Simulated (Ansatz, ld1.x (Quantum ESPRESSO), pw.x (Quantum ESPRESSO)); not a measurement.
## Which Os potential is closest to all-electron in the fcc crystal?

All use PBE, scalar-relativistic, no spin, cutoffs from each file’s atomic test, pw.x 7.5; 15³ k-points, Fermi–Dirac smearing 0.01 Ry. Δ is the rms difference from all-electron LAPW of the E(V) curves that follow from fits to the pressures, over ±6 % in volume. Mesh and smearing are coarse and serve the comparison alone. The files are a selection: those with a ghost or negative overlap were mostly not run, and those with noisy or unconverged pressures or nearly equal Δ are left out.

All-electron: a0 = 3.856 Å (V0 = 14.34 Å³/atom), B0 = 387.2 GPa.

(1) Rank them by Δ, smallest first.
A. norm-conserving Troullier–Martins (Kleinman–Bylander form), ld1.x (Quantum ESPRESSO) 7.5, PBE; core [Xe] 4f14, reference 5d6 6s1.75 6p0; waves: 6p (bound, empty): rc 2.45 bohr; 5d (bound): rc 1.50 bohr; 5f channel at 0.45 Ry: rc 2.05 bohr; 6s (bound): rc 2.45 bohr; local part: the s channel; core correction: a·sin(br)/r model core inside 1.20 bohr.
B. norm-conserving Troullier–Martins (Kleinman–Bylander form), ld1.x (Quantum ESPRESSO) 7.5, PBE; core [Xe] 4f14, reference 5d6 6s1.75 6p0.25; waves: 6s (bound): rc 2.50 bohr; 6p (bound): rc 2.45 bohr; 5d (bound): rc 1.55 bohr; local part: all-electron potential smoothed inside 2.30 bohr (lloc = -1); core correction: a·sin(br)/r model core inside 1.25 bohr.
C. PAW, ld1.x (Quantum ESPRESSO) 7.5, PBE; core [Xe] 4f14, reference 5d6 6s2 6p0; waves: 6s (bound): rcut 2.15, rcutus 2.95 bohr; 6s channel at 0.15 Ry: rcut 2.15, rcutus 2.95 bohr; 6p (bound, empty): rcut 2.20, rcutus 2.90 bohr; 6p channel at 4.75 Ry: rcut 2.20, rcutus 2.90 bohr; 5d (bound): rcut 1.50, rcutus 1.65 bohr; 5d channel at 0.6 Ry: rcut 1.50, rcutus 1.65 bohr; local part: all-electron potential smoothed inside 1.80 bohr (lloc = -2); core correction: none; augmentation: PSQ, inside the norm-conserving radii.
D. PAW, ld1.x (Quantum ESPRESSO) 7.5, PBE; core [Xe] 4f14, reference 5d6 6s2 6p0; waves: 6s (bound): rcut 2.20, rcutus 2.65 bohr; 6s channel at 2.5 Ry: rcut 2.20, rcutus 2.65 bohr; 6p (bound, empty): rcut 2.70, rcutus 3.55 bohr; 6p channel at 0.8 Ry: rcut 2.70, rcutus 3.55 bohr; 5d (bound): rcut 2.00, rcutus 2.50 bohr; 5d channel at 0.1 Ry: rcut 2.00, rcutus 2.50 bohr; local part: all-electron potential smoothed inside 3.00 bohr (lloc = -1); core correction: Bessel-smoothed model core inside 2.35 bohr; augmentation: BESSEL, radius 2.00 bohr.

Answers

(1) C (3.8 meV/atom), A (7.9 meV/atom), B (21.4 meV/atom), D (38.3 meV/atom).
